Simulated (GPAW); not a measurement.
# Al (P6_3/mmc) in GPAW: further runs

The runs below take Al through relaxation of cell and atoms, with PBEsol.

All numbers are computed with GPAW 26.7.0; they aren't measurements. Logs are shortened: lines on timing, memory, paths and dates and some standing lists are left out, and cuts for length are marked. The log counts tension as positive stress, the text compression.

### Step 1. The crystal as given

The structure is hexagonal, space group P6_3/mmc (No. 194). Conventional cell: a = 2.827 Å, b = 2.827 Å, c = 9.186 Å, α = 90.00°, β = 90.00°, γ = 120.00°. Al (site symmetry -6m2) is surrounded by 12 Al at 2.82 to 2.83 Å. Around Al (site symmetry -3m) lie 12 Al at 2.82 to 2.83 Å.

This isn't the form of Al at room conditions, which is fcc.

### Step 2. Relaxation of cell and atoms, PBEsol, target pressure 10 GPa, at which the enthalpy is minimised

Contents of run.py:

```python
from ase import Atoms
from ase.filters import FrechetCellFilter
from ase.io import write
from ase.optimize import BFGS
from ase.units import GPa
from gpaw import GPAW, PW, setup_paths

setup_paths.insert(0, '.')

atoms = Atoms(['Al', 'Al', 'Al', 'Al'],
              cell=[[2.8270770242, 0.0, 0.0],
                    [-1.4135385121, 2.4483205214, 0.0],
                    [0.0, 0.0, 9.18599307]],
              scaled_positions=[[0.6666666667, 0.3333333333, 0.75],
                                [0.0, 0.0, 0.5],
                                [0.3333333333, 0.6666666667, 0.25],
                                [0.0, 0.0, 0.0]],
              pbc=True)

calc = GPAW(mode=PW(600),
            xc='PBEsol',
            kpts={'size': (9, 9, 3), 'gamma': True},
            occupations={'name': 'fermi-dirac', 'width': 0.05},
            nbands=16,
            convergence={'density': 1e-05, 'forces': 0.0001},
            maxiter=150,
            txt='gpaw.txt')
atoms.calc = calc
opt = BFGS(FrechetCellFilter(atoms, scalar_pressure=10 * GPa), trajectory='relax.traj', logfile='-')
done = opt.run(fmax=0.02, steps=60)
calc.write('gs.gpw')
write('result.traj', atoms)
print('Converged:', done)
print('Cell:', atoms.cell.cellpar().round(4))
print('Volume:', round(atoms.get_volume(), 4))
print(atoms.get_scaled_positions().round(5))
```

Potentials or basis: PAW data sets generated in the run's folder for this functional, pw.

Launch:

```bash
$ gpaw-setup -f PBEsol Al
$ OMP_NUM_THREADS=1 python run.py
```

gpaw.txt:

```text
__  _  _
 | _ |_)|_||  |
 |__||  | ||/\| - 26.7.0

Input parameters:
  mode=PW(ecut=600.0),
  convergence={'density': 1e-05, 'forces': 0.0001},
  kpts=MonkhorstPack(size=(9, 9, 3), gamma=True),
  maxiter=150,
  nbands=16,
  occupations=Occupations(name='fermi-dirac', width=0.05),
  xc=XC(name='PBEsol')

Diagonalizing LCAO Hamiltonian
Converting LCAO to pw mode

           Al

       Al

        Al

       Al

Atoms  # Å, Bohr magnetons
|   | symbol |         x |        y |        z |    initial magnetic moments |
|---|--------|-----------|----------|----------|-----------------------------|
| 0 |     Al |  1.413539 | 0.816107 | 6.889495 | ( 0.0000,  0.0000,  0.0000) |
| 1 |     Al |  0.000000 | 0.000000 | 4.592997 | ( 0.0000,  0.0000,  0.0000) |
| 2 |     Al | -0.000000 | 1.632214 | 2.296498 | ( 0.0000,  0.0000,  0.0000) |
| 3 |     Al |  0.000000 | 0.000000 | 0.000000 | ( 0.0000,  0.0000,  0.0000) |

Unit cell  # Å
| periodic |         x |        y |        z |  lengths |     angles |
|----------|-----------|----------|----------|----------|------------|
|      yes |  2.827077 | 0.000000 | 0.000000 | 2.827077 |  90.000000 |
|      yes | -1.413539 | 2.448321 | 0.000000 | 2.827077 |  90.000000 |
|      yes |  0.000000 | 0.000000 | 9.185993 | 9.185993 | 120.000000 |

Number of symmetries: 12
Symmetry operations  # r_c * U_cc + t_c -> r_c
|    | kind |            matrix            |
|----|------|------------------------------|
|  0 |  σ   |  1, 1, 0,  0,-1, 0,  0, 0, 1 |
|  1 |  S6  |  1, 1, 0, -1, 0, 0,  0, 0,-1 |
|  2 |  E   |  1, 0, 0,  0, 1, 0,  0, 0, 1 |
|  3 |  C2  |  1, 0, 0, -1,-1, 0,  0, 0,-1 |
|  4 |  C2  |  0, 1, 0,  1, 0, 0,  0, 0,-1 |
|  5 |  C3  |  0, 1, 0, -1,-1, 0,  0, 0, 1 |
|  6 |  S6  |  0,-1, 0,  1, 1, 0,  0, 0,-1 |
|  7 |  σ   |  0,-1, 0, -1, 0, 0,  0, 0, 1 |
|  8 |  σ   | -1, 0, 0,  1, 1, 0,  0, 0, 1 |
|  9 |  i   | -1, 0, 0,  0,-1, 0,  0, 0,-1 |
| 10 |  C3  | -1,-1, 0,  1, 0, 0,  0, 0, 1 |
| 11 |  C2  | -1,-1, 0,  0, 1, 0,  0, 0,-1 |
[... 160 lines left out ...]
No gap
No difference between direct/indirect transitions

Stress tensor  # eV/Ang^3
|         x |         y |         z |
|-----------|-----------|-----------|
| -0.003522 | -0.000000 |  0.000000 |
| -0.000000 | -0.003522 |  0.000000 |
|  0.000000 |  0.000000 | -0.026201 |

Forces  # eV/Ang
|        x |       y |        z |
|----------|---------|----------|
| -0.00000 | 0.00000 |  0.00000 |  # Al   0
| -0.00000 | 0.00000 |  0.00000 |  # Al   1
|  0.00000 | 0.00000 | -0.00000 |  # Al   2
| -0.00000 | 0.00000 |  0.00000 |  # Al   3

Interpolating wave functions to new cell

           Al

       Al

        Al

       Al

Atoms  # Å, Bohr magnetons
|   | symbol |         x |         y |         z |    initial magnetic moments |
|---|--------|-----------|-----------|-----------|-----------------------------|
| 0 |     Al |  1.408820 |  0.813383 |  6.875346 | ( 0.0000,  0.0000,  0.0000) |
| 1 |     Al | -0.000000 | -0.000000 |  4.583564 | ( 0.0000,  0.0000,  0.0000) |
| 2 |     Al | -0.000000 |  1.626766 |  2.291782 | ( 0.0000,  0.0000,  0.0000) |
| 3 |     Al | -0.000000 |  0.000000 | -0.000000 | ( 0.0000,  0.0000,  0.0000) |

Unit cell  # Å
| periodic |         x |         y |         z |  lengths |     angles |
|----------|-----------|-----------|-----------|----------|------------|
|      yes |  2.817641 |  0.000000 | -0.000000 | 2.817641 |  90.000000 |
|      yes | -1.408820 |  2.440149 | -0.000000 | 2.817641 |  90.000000 |
|      yes |  0.000000 | -0.000000 |  9.167128 | 9.167128 | 120.000000 |

Number of symmetries: 12
Symmetry operations  # r_c * U_cc + t_c -> r_c
|    | kind |            matrix            |
|----|------|------------------------------|
|  0 |  σ   |  1, 1, 0,  0,-1, 0,  0, 0, 1 |
|  1 |  S6  |  1, 1, 0, -1, 0, 0,  0, 0,-1 |
|  2 |  E   |  1, 0, 0,  0, 1, 0,  0, 0, 1 |
|  3 |  C2  |  1, 0, 0, -1,-1, 0,  0, 0,-1 |
|  4 |  C2  |  0, 1, 0,  1, 0, 0,  0, 0,-1 |
|  5 |  C3  |  0, 1, 0, -1,-1, 0,  0, 0, 1 |
|  6 |  S6  |  0,-1, 0,  1, 1, 0,  0, 0,-1 |
|  7 |  σ   |  0,-1, 0, -1, 0, 0,  0, 0, 1 |
|  8 |  σ   | -1, 0, 0,  1, 1, 0,  0, 0, 1 |
|  9 |  i   | -1, 0, 0,  0,-1, 0,  0, 0,-1 |
| 10 |  C3  | -1,-1, 0,  1, 0, 0,  0, 0, 1 |
| 11 |  C2  | -1,-1, 0,  0, 1, 0,  0, 0,-1 |
[... 185 lines left out ...]
       Al

Atoms  # Å, Bohr magnetons
|   | symbol |         x |        y |         z |    initial magnetic moments |
|---|--------|-----------|----------|-----------|-----------------------------|
| 0 |     Al |  1.368116 | 0.789882 |  6.755863 | ( 0.0000,  0.0000,  0.0000) |
| 1 |     Al |  0.000000 | 0.000000 |  4.503909 | ( 0.0000,  0.0000,  0.0000) |
| 2 |     Al | -0.000000 | 1.579765 |  2.251954 | ( 0.0000,  0.0000,  0.0000) |
| 3 |     Al |  0.000000 | 0.000000 | -0.000000 | ( 0.0000,  0.0000,  0.0000) |

Unit cell  # Å
| periodic |         x |         y |        z |  lengths |     angles |
|----------|-----------|-----------|----------|----------|------------|
|      yes |  2.736233 | -0.000000 | 0.000000 | 2.736233 |  90.000000 |
|      yes | -1.368116 |  2.369647 | 0.000000 | 2.736233 |  90.000000 |
|      yes | -0.000000 | -0.000000 | 9.007817 | 9.007817 | 120.000000 |

Number of symmetries: 12
Symmetry operations  # r_c * U_cc + t_c -> r_c
|    | kind |            matrix            |
|----|------|------------------------------|
|  0 |  σ   |  1, 1, 0,  0,-1, 0,  0, 0, 1 |
|  1 |  S6  |  1, 1, 0, -1, 0, 0,  0, 0,-1 |
|  2 |  E   |  1, 0, 0,  0, 1, 0,  0, 0, 1 |
|  3 |  C2  |  1, 0, 0, -1,-1, 0,  0, 0,-1 |
|  4 |  C2  |  0, 1, 0,  1, 0, 0,  0, 0,-1 |
|  5 |  C3  |  0, 1, 0, -1,-1, 0,  0, 0, 1 |
|  6 |  S6  |  0,-1, 0,  1, 1, 0,  0, 0,-1 |
|  7 |  σ   |  0,-1, 0, -1, 0, 0,  0, 0, 1 |
|  8 |  σ   | -1, 0, 0,  1, 1, 0,  0, 0, 1 |
|  9 |  i   | -1, 0, 0,  0,-1, 0,  0, 0,-1 |
| 10 |  C3  | -1,-1, 0,  1, 0, 0,  0, 0, 1 |
| 11 |  C2  | -1,-1, 0,  0, 1, 0,  0, 0,-1 |
[... 622 lines left out ...]
       Al

Atoms  # Å, Bohr magnetons
|   | symbol |         x |        y |         z |    initial magnetic moments |
|---|--------|-----------|----------|-----------|-----------------------------|
| 0 |     Al |  1.371073 | 0.791589 |  6.773720 | ( 0.0000,  0.0000,  0.0000) |
| 1 |     Al |  0.000000 | 0.000000 |  4.515813 | ( 0.0000,  0.0000,  0.0000) |
| 2 |     Al | -0.000000 | 1.583178 |  2.257906 | ( 0.0000,  0.0000,  0.0000) |
| 3 |     Al |  0.000000 | 0.000000 | -0.000000 | ( 0.0000,  0.0000,  0.0000) |

Unit cell  # Å
| periodic |         x |        y |         z |  lengths |     angles |
|----------|-----------|----------|-----------|----------|------------|
|      yes |  2.742145 | 0.000000 | -0.000000 | 2.742145 |  90.000000 |
|      yes | -1.371073 | 2.374767 |  0.000000 | 2.742145 |  90.000000 |
|      yes | -0.000000 | 0.000000 |  9.031626 | 9.031626 | 120.000000 |

Number of symmetries: 12
Symmetry operations  # r_c * U_cc + t_c -> r_c
|    | kind |            matrix            |
|----|------|------------------------------|
|  0 |  σ   |  1, 1, 0,  0,-1, 0,  0, 0, 1 |
|  1 |  S6  |  1, 1, 0, -1, 0, 0,  0, 0,-1 |
|  2 |  E   |  1, 0, 0,  0, 1, 0,  0, 0, 1 |
|  3 |  C2  |  1, 0, 0, -1,-1, 0,  0, 0,-1 |
|  4 |  C2  |  0, 1, 0,  1, 0, 0,  0, 0,-1 |
|  5 |  C3  |  0, 1, 0, -1,-1, 0,  0, 0, 1 |
|  6 |  S6  |  0,-1, 0,  1, 1, 0,  0, 0,-1 |
|  7 |  σ   |  0,-1, 0, -1, 0, 0,  0, 0, 1 |
|  8 |  σ   | -1, 0, 0,  1, 1, 0,  0, 0, 1 |
|  9 |  i   | -1, 0, 0,  0,-1, 0,  0, 0,-1 |
| 10 |  C3  | -1,-1, 0,  1, 0, 0,  0, 0, 1 |
| 11 |  C2  | -1,-1, 0,  0, 1, 0,  0, 0,-1 |
[... 184 lines left out ...]
       Al

Atoms  # Å, Bohr magnetons
|   | symbol |         x |        y |         z |    initial magnetic moments |
|---|--------|-----------|----------|-----------|-----------------------------|
| 0 |     Al |  1.370773 | 0.791416 |  6.778891 | ( 0.0000,  0.0000,  0.0000) |
| 1 |     Al |  0.000000 | 0.000000 |  4.519261 | ( 0.0000,  0.0000,  0.0000) |
| 2 |     Al | -0.000000 | 1.582832 |  2.259630 | ( 0.0000,  0.0000,  0.0000) |
| 3 |     Al |  0.000000 | 0.000000 | -0.000000 | ( 0.0000,  0.0000,  0.0000) |

Unit cell  # Å
| periodic |         x |        y |         z |  lengths |     angles |
|----------|-----------|----------|-----------|----------|------------|
|      yes |  2.741546 | 0.000000 | -0.000000 | 2.741546 |  90.000000 |
|      yes | -1.370773 | 2.374248 |  0.000000 | 2.741546 |  90.000000 |
|      yes | -0.000000 | 0.000000 |  9.038522 | 9.038522 | 120.000000 |

Number of symmetries: 12
Symmetry operations  # r_c * U_cc + t_c -> r_c
|    | kind |            matrix            |
|----|------|------------------------------|
|  0 |  σ   |  1, 1, 0,  0,-1, 0,  0, 0, 1 |
|  1 |  S6  |  1, 1, 0, -1, 0, 0,  0, 0,-1 |
|  2 |  E   |  1, 0, 0,  0, 1, 0,  0, 0, 1 |
|  3 |  C2  |  1, 0, 0, -1,-1, 0,  0, 0,-1 |
|  4 |  C2  |  0, 1, 0,  1, 0, 0,  0, 0,-1 |
|  5 |  C3  |  0, 1, 0, -1,-1, 0,  0, 0, 1 |
|  6 |  S6  |  0,-1, 0,  1, 1, 0,  0, 0,-1 |
|  7 |  σ   |  0,-1, 0, -1, 0, 0,  0, 0, 1 |
|  8 |  σ   | -1, 0, 0,  1, 1, 0,  0, 0, 1 |
|  9 |  i   | -1, 0, 0,  0,-1, 0,  0, 0,-1 |
| 10 |  C3  | -1,-1, 0,  1, 0, 0,  0, 0, 1 |
| 11 |  C2  | -1,-1, 0,  0, 1, 0,  0, 0,-1 |
[... 157 lines left out ...]
No gap
No difference between direct/indirect transitions

Stress tensor  # eV/Ang^3
|         x |         y |         z |
|-----------|-----------|-----------|
| -0.062921 | -0.000000 |  0.000000 |
| -0.000000 | -0.062921 |  0.000000 |
|  0.000000 |  0.000000 | -0.063433 |

Forces  # eV/Ang
|       x |       y |        z |
|---------|---------|----------|
| 0.00000 | 0.00000 | -0.00000 |  # Al   0
| 0.00000 | 0.00000 |  0.00000 |  # Al   1
| 0.00000 | 0.00000 |  0.00000 |  # Al   2
| 0.00000 | 0.00000 |  0.00000 |  # Al   3

# Writing to gs.gpw (mode='')
```

Wall time 75 s (1 thread of Arm Neoverse V2, shared host); peak memory 0.24 GiB.

Results:

```yaml
Free_energy: -16.1138 eV
Relaxed_volume: 14.71 Å³/atom
Relaxed_cell: a = 2.742 Å, b = 2.742 Å, c = 9.039 Å, α = 90.00°, β = 90.00°, γ = 120.00°
Space_group_after_relaxing_to_0.05_Å: P6_3/mmc (No. 194)
Energy_change_on_relaxing_the_enthalpy_is_what_falls: +39.6 meV/atom
Ionic_steps: 7
Pressure_after_relaxing: 10.1 GPa
Band_gap_on_the_k_mesh: none (metal or under the smearing width)
```

Stress tensor (GPa, compression positive):
```
10.08  0.00  0.00
 0.00 10.08  0.00
 0.00  0.00 10.16
```

Step by step:
| step | energy change (eV) | largest force (eV/Å) | pressure (GPa) | volume (Å³) |
| --- | --- | --- | --- | --- |
| 1 | 0.0000 | 0.0000 | 1.78 | 63.58 |
| 2 | 0.0061 | 0.0000 | 2.57 | 63.03 |
| 3 | 0.1863 | 0.0000 | 11.01 | 58.41 |
| 4 | 0.1558 | 0.0000 | 9.99 | 58.88 |
| 5 | 0.1574 | 0.0000 | 10.05 | 58.85 |
| 6 | 0.1595 | 0.0000 | 10.14 | 58.81 |
| 7 | 0.1584 | 0.0000 | 10.11 | 58.83 |

Final structure:
```
Al
1.0
     2.74155    0.00000    0.00000
    -1.37077    2.37425    0.00000
     0.00000    0.00000    9.03852
Al
4
Direct
  0.66667 0.33333 0.75000
  0.00000 0.00000 0.50000
  0.33333 0.66667 0.25000
  0.00000 0.00000 0.00000
```

Caveat: later steps reuse the first step's grids.

### Step 3. Relaxation of cell and atoms, PBEsol, target pressure 20 GPa, at which the enthalpy is minimised

run.py, as its differences from that of step 2:

```diff
@@ -28,3 +28,3 @@
 atoms.calc = calc
-opt = BFGS(FrechetCellFilter(atoms, scalar_pressure=10 * GPa), trajectory='relax.traj', logfile='-')
+opt = BFGS(FrechetCellFilter(atoms, scalar_pressure=20 * GPa), trajectory='relax.traj', logfile='-')
 done = opt.run(fmax=0.02, steps=60)
```

Potentials or basis: PAW data sets generated in the run's folder for this functional, pw.

Launch:

```bash
$ gpaw-setup -f PBEsol Al
$ OMP_NUM_THREADS=1 python run.py
```

gpaw.txt:

```text
__  _  _
 | _ |_)|_||  |
 |__||  | ||/\| - 26.7.0

Input parameters:
  mode=PW(ecut=600.0),
  convergence={'density': 1e-05, 'forces': 0.0001},
  kpts=MonkhorstPack(size=(9, 9, 3), gamma=True),
  maxiter=150,
  nbands=16,
  occupations=Occupations(name='fermi-dirac', width=0.05),
  xc=XC(name='PBEsol')

Diagonalizing LCAO Hamiltonian
Converting LCAO to pw mode

           Al

       Al

        Al

       Al

Atoms  # Å, Bohr magnetons
|   | symbol |         x |        y |        z |    initial magnetic moments |
|---|--------|-----------|----------|----------|-----------------------------|
| 0 |     Al |  1.413539 | 0.816107 | 6.889495 | ( 0.0000,  0.0000,  0.0000) |
| 1 |     Al |  0.000000 | 0.000000 | 4.592997 | ( 0.0000,  0.0000,  0.0000) |
[... 447 lines left out ...]

Number of symmetries: 12
Symmetry operations  # r_c * U_cc + t_c -> r_c
|    | kind |            matrix            |
|----|------|------------------------------|
|  0 |  σ   |  1, 1, 0,  0,-1, 0,  0, 0, 1 |
|  1 |  S6  |  1, 1, 0, -1, 0, 0,  0, 0,-1 |
|  2 |  E   |  1, 0, 0,  0, 1, 0,  0, 0, 1 |
|  3 |  C2  |  1, 0, 0, -1,-1, 0,  0, 0,-1 |
|  4 |  C2  |  0, 1, 0,  1, 0, 0,  0, 0,-1 |
|  5 |  C3  |  0, 1, 0, -1,-1, 0,  0, 0, 1 |
|  6 |  S6  |  0,-1, 0,  1, 1, 0,  0, 0,-1 |
|  7 |  σ   |  0,-1, 0, -1, 0, 0,  0, 0, 1 |
|  8 |  σ   | -1, 0, 0,  1, 1, 0,  0, 0, 1 |
[... 767 lines left out ...]
SCF iterations
|iter     | |      energy | eigst |  dens |force |
|---------|-|-------------|-------|-------|------|
|iter:   1| |  -15.744093 | -6.16 |       |      |
|iter:   2| |  -15.744093 | -8.65c| -3.85 |      |
|iter:   3| |  -15.744093c| -7.59c| -3.88 |      |
|iter:   4| |  -15.744093c| -8.21c| -4.52 |      |
|iter:   5| |  -15.744093c| -9.25c| -5.33c|      |
|iter:   6| |  -15.744093c| -9.79c| -5.37c|-3.92 |
|iter:   7| |  -15.744093c|-10.46c| -6.05c|-5.32c|

Converged in 7 steps
Energy contributions relative to reference atoms: (reference = -26360.510908)

Energy contributions:
  Kinetic:          47.044870
  Coulomb:         -31.621267
  Zero:             -0.051158
  External:          0.000000
  Xc:              -31.110662
  Entropy:          -0.011752
  Spinorbit:         0.000000
  ----------------------------
  Free energy:     -15.749969
  Extrapolated:    -15.744093
[... 249 lines left out ...]
Forces  # eV/Ang
|        x |        y |        z |
|----------|----------|----------|
| -0.00000 |  0.00000 | -0.00000 |  # Al   0
|  0.00000 | -0.00000 |  0.00000 |  # Al   1
|  0.00000 |  0.00000 |  0.00000 |  # Al   2
| -0.00000 |  0.00000 |  0.00000 |  # Al   3

# Writing to gs.gpw (mode='')
```

stdout:

```text
Step          Energy          fmax
BFGS:    0       -8.336725        1.928245
BFGS:    1       -8.469884        1.708829
BFGS:    2       -8.892844        0.193651
BFGS:    3       -8.897526        0.035233
BFGS:    4       -8.897603        0.026982
BFGS:    5       -8.897619        0.025805
BFGS:    6       -8.897666        0.010857
Converged: True
Cell: [  2.6815   2.6815   8.814   90.      90.     120.    ]
Volume: 54.8863
[[0.66667 0.33333 0.75   ]
 [0.      0.      0.5    ]
 [0.33333 0.66667 0.25   ]
 [0.      0.      0.     ]]
```

It took 73 s on 1 thread of Arm Neoverse V2, shared host; peak memory 0.21 GiB.

Results:

```yaml
Free_energy: -15.7491 eV
Relaxed_volume: 13.72 Å³/atom
Relaxed_cell: a = 2.682 Å, b = 2.682 Å, c = 8.814 Å, α = 90.00°, β = 90.00°, γ = 120.00°
Space_group_after_relaxing_to_0.05_Å: P6_3/mmc (No. 194)
Energy_change_on_relaxing_the_enthalpy_is_what_falls: +130.5 meV/atom
Ionic_steps: 7
Pressure_after_relaxing: 20.1 GPa
Band_gap_on_the_k_mesh: none (metal or under the smearing width)
```

Step by step:
| step | energy change (eV) | largest force (eV/Å) | pressure (GPa) | volume (Å³) |
| --- | --- | --- | --- | --- |
| 1 | 0.0000 | 0.0000 | 1.78 | 63.58 |
| 2 | 0.0186 | 0.0000 | 3.58 | 62.36 |
| 3 | 0.6122 | 0.0000 | 22.18 | 54.20 |
| 4 | 0.5097 | 0.0000 | 19.77 | 54.98 |
| 5 | 0.5199 | 0.0000 | 20.01 | 54.90 |
| 6 | 0.5210 | 0.0000 | 20.04 | 54.89 |
| 7 | 0.5218 | 0.0000 | 20.07 | 54.89 |

Final structure:
```
Al
1.0
     2.68151    0.00000    0.00000
    -1.34075    2.32225    0.00000
     0.00000    0.00000    8.81404
Al
4
Direct
  0.66667 0.33333 0.75000
  0.00000 0.00000 0.50000
  0.33333 0.66667 0.25000
  0.00000 0.00000 0.00000
```

Caveat: later steps reuse the first step's grids.

### Step 4. Relaxation of cell and atoms, PBEsol, target pressure 30 GPa, at which the enthalpy is minimised

run.py, as its differences from that of step 3:

```diff
@@ -28,3 +28,3 @@
 atoms.calc = calc
-opt = BFGS(FrechetCellFilter(atoms, scalar_pressure=20 * GPa), trajectory='relax.traj', logfile='-')
+opt = BFGS(FrechetCellFilter(atoms, scalar_pressure=30 * GPa), trajectory='relax.traj', logfile='-')
 done = opt.run(fmax=0.02, steps=60)
```

Launch:

```bash
$ gpaw-setup -f PBEsol Al
$ OMP_NUM_THREADS=1 python run.py
```

Run time: 75 s. Hardware: 1 thread of Arm Neoverse V2, shared host; peak memory 0.23 GiB.

It converged, with:

- Free energy: -15.2961 eV
- Relaxed volume: 12.99 Å³/atom
- Relaxed cell: a = 2.634 Å, b = 2.634 Å, c = 8.650 Å, α = 90.00°, β = 90.00°, γ = 120.00°
- Space group after relaxing (to 0.05 Å): P6_3/mmc (No. 194)
- Energy change on relaxing (the enthalpy is what falls): +243.7 meV/atom
- Ionic steps: 7
- Pressure after relaxing: 30.0 GPa
- Band gap on the k mesh: none (metal or under the smearing width)

The path:
| step | energy change (eV) | largest force (eV/Å) | pressure (GPa) | volume (Å³) |
| --- | --- | --- | --- | --- |
| 1 | 0.0000 | 0.0000 | 1.78 | 63.58 |
| 2 | 0.0353 | 0.0000 | 4.63 | 61.70 |
| 3 | 0.7224 | 0.0000 | 24.63 | 53.45 |
| 4 | 1.0160 | 0.0000 | 30.83 | 51.75 |
| 5 | 0.9753 | 0.0000 | 30.00 | 51.96 |
| 6 | 0.9753 | 0.0000 | 30.00 | 51.96 |
| 7 | 0.9749 | 0.0000 | 30.00 | 51.96 |

Final structure:
```
Al
1.0
     2.63371    0.00000    0.00000
    -1.31685    2.28086    0.00000
     0.00000    0.00000    8.65038
Al
4
Direct
  0.66667 0.33333 0.75000
  0.00000 0.00000 0.50000
  0.33333 0.66667 0.25000
  0.00000 0.00000 0.00000
```

Levels at points of the mesh, in eV from the Fermi level:
```
           k point  band 2  band 3  band 4  band 5  band 6  band 7  band 8  band 9  band 10  band 11
(0.00, 0.00, 0.00)  -10.83  -10.81   -5.51   -4.70    3.93    3.95   12.60   12.60    12.77    12.77
```

Caveat: later steps reuse the first step's grids; the volume moved by over 15 % at a fixed basis, so the end points are rough.

### Step 5. Overview

| cell | target pressure | gap on the mesh (eV) | pressure (GPa) |
| --- | --- | --- | --- |
| relaxed to 10 GPa | 10 GPa | none | 10.1 |
| relaxed to 20 GPa | 20 GPa | none | 20.1 |
| relaxed to 30 GPa | 30 GPa | none | 30.0 |

Alike in all rows: task relaxation of cell and atoms; level PBEsol; potentials or basis PAW data sets generated in the run's folder for this functional, pw; no spin polarisation; k mesh 9 × 9 × 3; cutoff (eV) 600; smearing fermi-dirac 0.05 eV.

Caveats: later steps reuse the first step's grids; the volume moved by over 15 % at a fixed basis, so the end points are rough (some runs).

Total energies depend on the potentials used, so only differences within one code and one set of settings carry meaning.
